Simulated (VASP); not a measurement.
# BAs (F-43m) in VASP: further runs

One crystal, BAs, is run at these levels: PBE, LDA, RPBE; tasks: relaxation of cell and atoms.

Everything below comes from runs of VASP 6.6.1. Logs are shortened: lines on timing, memory, paths and dates and some standing lists are left out, and cuts for length are marked.

### Step 1. Starting point

It takes space group F-43m (No. 216, cubic). The conventional cell has a = 4.777 Å, b = 4.777 Å, c = 4.777 Å, α = 90.00°, β = 90.00°, γ = 90.00°. Around B (site symmetry -43m) lie 4 As at 2.07 Å. As (site symmetry -43m) has 4 B at 2.07 Å as nearest neighbours.

### Step 2. Relaxation of cell and atoms, PBE

File INCAR:

```
SYSTEM = BAs
PREC = Accurate
ENCUT = 600
EDIFF = 1E-6
ISMEAR = 0
SIGMA = 0.03
LREAL = .FALSE.
LASPH = .TRUE.
NELM = 80
ALGO = Normal
ISIF = 3
LWAVE = .FALSE.
LCHARG = .FALSE.
GGA = PE
IBRION = 2
NSW = 90
EDIFFG = -0.01
```

File KPOINTS:

```
Automatic mesh
0
G
  10 10 10
  0 0 0
```

File POSCAR:

```
BAs
1.0
    0.0000000000      2.3885000000      2.3885000000
    2.3885000000      0.0000000000      2.3885000000
    2.3885000000      2.3885000000      0.0000000000
B As
1 1
Direct
    0.0000000000      0.0000000000      0.0000000000
    0.2500000000      0.2500000000      0.2500000000
```

Potentials or basis: VASP PAW PBE potentials, release 64 (B, As).

Run with:

```
cat potpaw_PBE.64/B/POTCAR potpaw_PBE.64/As/POTCAR > POTCAR
mpirun -np 1 vasp_std > vasp.out
```

OUTCAR:

```text
SYSTEM = BAs
   PREC = Accurate
   ENCUT = 600
   EDIFF = 1E-6
   ISMEAR = 0
   LREAL = .FALSE.
   LASPH = .TRUE.
   NELM = 80
   ISIF = 3
   GGA = PE
   IBRION = 2
   NSW = 90
   EDIFFG = -0.01

 ion  position               nearest neighbor table
   1  0.000  0.000  0.000-   2 2.07   2 2.07   2 2.07   2 2.07
   2  0.250  0.250  0.250-   1 2.07   1 2.07   1 2.07   1 2.07

  LATTYP: Found a face centered cubic cell.
 ALAT       =     4.7770000000

  Lattice vectors:

 A1 = (   0.0000000000,   2.3885000000,   2.3885000000)
 A2 = (   2.3885000000,   0.0000000000,   2.3885000000)
 A3 = (   2.3885000000,   2.3885000000,   0.0000000000)

Analysis of symmetry for initial positions (statically):
=====================================================================
 Subroutine PRICEL returns:
 Original cell was already a primitive cell.

 Routine SETGRP: Setting up the symmetry group for a
 face centered cubic supercell.

 Subroutine GETGRP returns: Found 24 space group operations
 (whereof 24 operations were pure point group operations)
 out of a pool of 48 trial point group operations.

The static configuration has the point symmetry T_d .

Analysis of symmetry for dynamics (positions and initial velocities):
=====================================================================
 Subroutine PRICEL returns:
 Original cell was already a primitive cell.

 Routine SETGRP: Setting up the symmetry group for a
 face centered cubic supercell.

 Subroutine GETGRP returns: Found 24 space group operations
 (whereof 24 operations were pure point group operations)
 out of a pool of 48 trial point group operations.

The dynamic configuration has the point symmetry T_d .

 Subroutine INISYM returns: Found 24 space group operations
 (whereof 24 operations are pure point group operations),
 and found     1 'primitive' translations

----------------------------------------------------------------------------------------

                                     Primitive cell

  volume of cell :      27.2525

  direct lattice vectors                    reciprocal lattice vectors
     0.000000000  2.388500000  2.388500000    -0.209336404  0.209336404  0.209336404
     2.388500000  0.000000000  2.388500000     0.209336404 -0.209336404  0.209336404
     2.388500000  2.388500000  0.000000000     0.209336404  0.209336404 -0.209336404

  length of vectors
     3.377849094  3.377849094  3.377849094     0.362581287  0.362581287  0.362581287

  position of ions in fractional coordinates (direct lattice)
     0.000000000  0.000000000  0.000000000
     0.250000000  0.250000000  0.250000000

  ion indices of the primitive-cell ions
   primitive index   ion index
                 1           1
                 2           2

----------------------------------------------------------------------------------------

 KPOINTS: Automatic mesh

Automatic generation of k-mesh.
 Grid dimensions read from file:
 generate k-points for:   10   10   10

 Generating k-lattice:

  Cartesian coordinates                     Fractional coordinates (reciprocal lattice)
    -0.020933640  0.020933640  0.020933640     0.100000000  0.000000000  0.000000000
     0.020933640 -0.020933640  0.020933640     0.000000000  0.100000000  0.000000000
     0.020933640  0.020933640 -0.020933640     0.000000000  0.000000000  0.100000000

  Length of vectors
     0.036258129  0.036258129  0.036258129

  Shift w.r.t. Gamma in fractional coordinates (k-lattice)
     0.000000000  0.000000000  0.000000000

 Subroutine IBZKPT returns following result:
 ===========================================

 Found     47 irreducible k-points:

 Following reciprocal coordinates:
            Coordinates               Weight
  0.000000  0.000000  0.000000      1.000000
  0.100000  0.000000  0.000000      8.000000
  0.200000  0.000000  0.000000      8.000000
  0.300000  0.000000  0.000000      8.000000
  0.400000  0.000000  0.000000      8.000000
  0.500000  0.000000  0.000000      4.000000
[... 16 lines left out ...]
  0.300000  0.300000  0.000000      6.000000
  0.400000  0.300000  0.000000     24.000000
 [... further k-points ...]
   k-points           NKPTS =     47   k-points in BZ     NKDIM =     47   number of bands    NBANDS=      8
   number of dos      NEDOS =    301   number of ions     NIONS =      2
   total plane-waves  NPLWV =  21952
   dimension x,y,z NGX =    28 NGY =   28 NGZ =   28
   dimension x,y,z NGXF=    56 NGYF=   56 NGZF=   56
   ions per type =               1   1
   NGX,Y,Z   is equivalent  to a cutoff of  13.78, 13.78, 13.78 a.u.
   NGXF,Y,Z  is equivalent  to a cutoff of  27.56, 27.56, 27.56 a.u.
 SYSTEM =  BAs
   PREC   = accura    normal or accurate (medium, high low for compatibility)
   ISTART =      0    job   : 0-new  1-cont  2-samecut
   ICHARG =      2    charge: 1-file 2-atom 10-const
   ISPIN  =      1    spin polarized calculation?
   LNONCOLLINEAR =      F non collinear calculations
   LSORBIT =      F    spin-orbit coupling
   LASPH  =      T    aspherical Exc in radial PAW
   ENCUT  =  600.0 eV  44.10 Ry    6.64 a.u.   6.75  6.75  6.75*2*pi/ulx,y,z
   NELM   =     80;   NELMIN=  2; NELMDL= -5     # of ELM steps
   EDIFF  = 0.1E-05   stopping-criterion for ELM
   LREAL  =      F    real-space projection
   EDIFFG = -.1E-01   stopping-criterion for IOM
   NSW    =     90    number of steps for IOM
   IBRION =      2    ionic relax: 0-MD 1-quasi-New 2-CG
   NFREE  =      1    steps in history (QN), initial steepest desc. (CG)
   ISIF   =      3    stress and relaxation
   ISYM   =      2    0-nonsym 1-usesym 2-fastsym
   POTIM  = 0.5000    time-step for ionic-motion
   TEBEG  =    0.0;   TEEND  =   0.0 temperature during run
   PSTRESS=    0.0 pullay stress
   NELECT =       8.0000    total number of electrons
   NUPDOWN=      -1.0000    fix difference up-down
   EMIN   =  10.00;   EMAX   =-10.00  energy-range for DOS
   EFERMI =   0.00;   METHOD = LEGACY
   ISMEAR =     0;   SIGMA  =   0.03  broadening in eV -4-tet -1-fermi 0-gaus
   EFERMI_NEDOS =   21; number of points for ismear=-14 and -15
   IALGO  =     38    algorithm
   IMIX   =      4    mixing-type and parameters
     AMIX     =   0.40;   BMIX     =  1.00
     AMIX_MAG =   1.60;   BMIX_MAG =  1.00
  volume/ion in A,a.u.               =      13.63        91.95
  Fermi-wavevector in a.u.,A,eV,Ry     =   1.088018  2.056057 16.106360  1.183784
  Thomas-Fermi vector in A             =   2.224191
   LORBIT       =      0    0 simple, 1 ext, 2 COOP (PROOUT), +10 PAW based schemes
   GGA     = PE    functional components
   LHFCALC =     F    Hartree Fock is set to
   AEXX    =    0.0000 exact exchange contribution
   IVDW    =     0    specifies the selected vdW correction
   LEPSILON=     F    determine dielectric tensor
   LRPA    =     F    only Hartree local field effects (RPA)
 conjugate gradient relaxation of ions
 non-spin polarized calculation
 Gauss-broadening in eV      SIGMA  =   0.03
  energy-cutoff  :      600.00
  volume of cell :       27.25
 maximum number of plane-waves:       941
   NGX = 13   NGY = 13   NGZ = 13

--------------------------------------- Ionic step        1  -------------------------------------------

 number of electron       8.0000000 magnetization

 Free energy of the ion-electron system (eV)
  ---------------------------------------------------
  ext. energy  EPLUGINS =         0.00000000
  ---------------------------------------------------
  free energy    TOTEN  =       -11.40730621 eV

  energy without entropy =      -11.40730621  energy(sigma->0) =      -11.40730621

------------------------ aborting loop because EDIFF is reached ----------------------------------------

  FORCE on cell =-STRESS in cart. coord.  units (eV):
  Direction    XX          YY          ZZ          XY          YZ          ZX
  --------------------------------------------------------------------------------------
  -------------------------------------------------------------------------------------
  Total        0.5813419      0.5813419      0.5813419     -0.0000000      0.0000000     -0.0000000
  in kB       34.1771977     34.1771977     34.1771977     -0.0000000      0.0000000     -0.0000000
  external PRESSURE =      34.1771977 kB  Pullay stress =       0.0000000 kB
[... 57 lines left out ...]
  energy  without entropy=      -11.4110265316  energy(sigma->0) =      -11.41102653

--------------------------------------- Ionic step        3  -------------------------------------------

 number of electron       8.0000000 magnetization

 Free energy of the ion-electron system (eV)
  ---------------------------------------------------
  ext. energy  EPLUGINS =         0.00000000
  ---------------------------------------------------
  free energy    TOTEN  =       -11.41438462 eV

  energy without entropy =      -11.41438462  energy(sigma->0) =      -11.41438462

 E-fermi :   6.0543     XC(G=0): -10.4778

 val. band max:        5.8570519551   @ k =   0.0000   0.0000   0.0000
 cond. band min:       7.0580328396   @ k =   0.4000   0.4000   0.0000
 fundamental gap:      1.2009808845
 Fermi energy:         6.0542986147

 k-point     1 :       0.0000    0.0000    0.0000
  band No.  band energies     occupation
      1      -9.3216      2.00000
      2       5.8571      2.00000
      3       5.8571      2.00000
      4       5.8571      2.00000
      5       9.1031      0.00000
      6       9.1031      0.00000
      7       9.1031      0.00000
      8      10.2334      0.00000
[... 243 lines left out ...]
 k-point    24 :       0.4000    0.3000    0.0000
  band No.  band energies     occupation
      1      -6.7446      2.00000
      2      -0.5348      2.00000
      3       1.9824      2.00000
      4       2.4596      2.00000
      5       7.5662      0.00000
      6       9.2436      0.00000
      7      14.5190      0.00000
      8      14.7646      0.00000

 [... further k-points ...]
[... 5 lines left out ...]
  --------------------------------------------------------------------------------------
  -------------------------------------------------------------------------------------
  Total        0.0010312      0.0010312      0.0010312      0.0000000      0.0000000      0.0000000
  in kB        0.0591536      0.0591536      0.0591536      0.0000000      0.0000000      0.0000000
  external PRESSURE =       0.0591536 kB  Pullay stress =       0.0000000 kB
[... 17 lines left out ...]
  FREE ENERGIE OF THE ION-ELECTRON SYSTEM (eV)
  ---------------------------------------------------
  free  energy   TOTEN  =       -11.4143846225 eV

  energy  without entropy=      -11.4143846225  energy(sigma->0) =      -11.41438462

 reached required accuracy - stopping structural energy minimisation
```

Wall time 12 s (1 thread of Intel Xeon 6975P-C (Granite Rapids), shared host); peak memory 0.16 GiB.

What came out:

```yaml
Free_energy: -11.4144 eV
Relaxed_volume: 13.97 Å³/atom
Relaxed_cell: a = 3.406 Å, b = 3.406 Å, c = 3.406 Å, α = 60.00°, β = 60.00°, γ = 60.00°
Space_group_after_relaxing_to_0.05_Å: F-43m (No. 216)
Energy_gained_by_relaxing: 3.5 meV/atom
Ionic_steps: 3
Pressure_after_relaxing: 0.0 GPa
Band_gap_on_the_k_mesh: 1.20 eV, indirect (least direct gap 3.25 eV)
```

The path:
```csv
step,energy change (eV),largest force (eV/Å),pressure (GPa),volume (Å³)
1,0.0000,0.0000,3.42,27.25
2,-0.0037,0.0000,-2.18,28.42
3,-0.0071,0.0000,0.01,27.93
```

Final structure:
```yaml
crystal:
  lattice:
    - [0.00000, 2.40817, 2.40817]
    - [2.40817, 0.00000, 2.40817]
    - [2.40817, 2.40817, 0.00000]
  atoms:
    - { symbol: B, position: [0.00000, 0.00000, 0.00000] }
    - { symbol: As, position: [0.25000, 0.25000, 0.25000] }
```

A k mesh can miss the band edges. PBE usually gives volumes a little too large and moduli too small.

(Continued in part 2 of 2.)
